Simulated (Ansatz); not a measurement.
# How settings move the G0W0 gap of CaS (Fm-3m)

A 2-atom cell of CaS started from a crystallographic database, relaxed with r2SCAN; one-shot G0W0 in Ansatz without spin-orbit coupling. Calculated for a static, non-magnetic cell.

```yaml
crystal:
  lattice:
    - [0.00000, 2.84794, 2.84794]
    - [2.84794, 0.00000, 2.84794]
    - [2.84794, 2.84794, 0.00000]
  atoms:
    - { symbol: Ca, position: [0.00000, 0.00000, 0.00000] }
    - { symbol: S, position: [0.50000, 0.50000, 0.50000] }
```

Gaps are read over the mesh points alone. G0W0 values are finite-basis, finite-mesh values.

| start | potentials | frequency model | mesh | empty bands | screening cutoff (eV) | Kohn-Sham gap (eV) | G0W0 gap (eV) | rough cost |
| --- | --- | --- | --- | --- | --- | --- | --- | --- |
| PBE | PAW | contour deformation | 4×4×4 | 75 | 80 | 2.36 | 3.95 | 5 core-seconds |
| PBE | PAW | contour deformation | 4×4×4 | 173 | 140 | 2.36 | 4.10 | 18 core-seconds |
| PBE | PAW | contour deformation | 4×4×4 | 319 | 210 | 2.36 | 4.17 | 70 core-seconds |
| HSE06 | PAW | contour deformation | 4×4×4 | 173 | 140 | 3.41 | 4.53 | 60 core-seconds |
| LDA | PAW | contour deformation | 4×4×4 | 173 | 140 | 2.14 | 4.00 | 19 core-seconds |
| r2SCAN | PAW | contour deformation | 4×4×4 | 173 | 140 | 2.79 | 4.37 | 26 core-seconds |
| PBE | PAW | Godby-Needs pole | 4×4×4 | 173 | 140 | 2.36 | 4.08 | 20 core-seconds |
| PBE | PAW | contour deformation | 6×6×6 | 75 | 80 | 2.36 | 3.97 | 30 core-seconds |
| PBE | norm-conserving | contour deformation | 4×4×4 | 173 | 140 | 2.36 | 4.04 | 40 core-seconds |

The quasiparticle gap on this mesh is 4.17 eV (Γ to X), against 2.36 eV from PBE: +1.81 eV. Renormalisation factors Z lie between 0.75 and 0.80.

Raising bands and cutoff together moves the gap by +0.15 eV (80 to 140 eV), then +0.07 eV (140 to 210 eV); the last step is still large, so the basis limit isn't reached. Starting from HSE06 (3.41 eV against PBE's 2.36 eV) gives 4.53 eV, +0.43 eV from G0W0@PBE at the same screening cutoff. Starting from LDA (2.14 eV against PBE's 2.36 eV) gives 4.00 eV, -0.10 eV from G0W0@PBE at the same screening cutoff. Starting from r2SCAN (2.79 eV against PBE's 2.36 eV) gives 4.37 eV, +0.27 eV from G0W0@PBE at the same screening cutoff. The Godby-Needs plasmon pole differs from contour deformation by -0.02 eV. A 6×6×6 mesh in place of 4×4×4 changes the opening over PBE by +0.01 eV (the gap on the mesh by +0.02 eV). Norm-conserving potentials (wave cutoff 925 eV against 420 eV) shift the quasiparticle gap by -0.06 eV and the PBE gap by 0.00 eV. r2SCAN runs take a wave cutoff of 500 eV.
